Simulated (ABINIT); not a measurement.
PbSe (Clausthalite):

```
Pb Se
1.0
     0.00000    3.06065    3.06065
     3.06065    0.00000    3.06065
     3.06065    3.06065    0.00000
Pb Se
1 1
Direct
  0.00000 0.00000 0.00000
  0.50000 0.50000 0.50000
```

| Quantity | Value |
| --- | --- |
| Program | ABINIT 10.8.3 (patched build) |
| Task | relaxation of cell and atoms |
| Functional | PBE |
| Potentials or basis | JTH PAW PBE v2.0 |
| Cutoff | 599 eV |
| k mesh | 8 × 8 × 8 |
| Occupations | fermi-dirac, width 0.05 eV |
| Spin | no spin polarisation |

At the start: pressure 2.4 GPa; volume 28.67 Å³/atom.

Q: How do energy, volume and symmetry change on relaxing?

A: Over 4 steps the energy falls by 10.2 meV/atom and the volume is 30.05 Å³/atom (+4.8 %); space group Fm-3m (No. 225, to 0.05 Å).

Step by step:
| step | energy change (eV) | largest force (eV/Å) | pressure (GPa) | volume (Å³) |
| --- | --- | --- | --- | --- |
| 1 | 0.0000 | 0.0000 | 2.44 | 57.34 |
| 2 | -0.0060 | 0.0000 | 2.03 | 57.77 |
| 3 | -0.0203 | 0.0000 | 0.11 | 59.97 |
| 4 | -0.0203 | 0.0000 | 0.00 | 60.11 |

Final structure:
```cif
data_structure
_symmetry_space_group_name_H-M 'P 1'
_symmetry_Int_Tables_number 1
_cell_length_a 4.3969
_cell_length_b 4.3969
_cell_length_c 4.3969
_cell_angle_alpha 60.000
_cell_angle_beta 60.000
_cell_angle_gamma 60.000
_cell_volume 60.11
loop_
_atom_site_label
_atom_site_type_symbol
_atom_site_fract_x
_atom_site_fract_y
_atom_site_fract_z
_atom_site_occupancy
Pb1 Pb 0.00000 0.00000 0.00000 1
Se1 Se 0.50000 0.50000 0.50000 1
```

The cell as given is a measured one (28.67 Å³/atom); PBE puts the equilibrium volume +4.8 % from it, thermal expansion not counted.
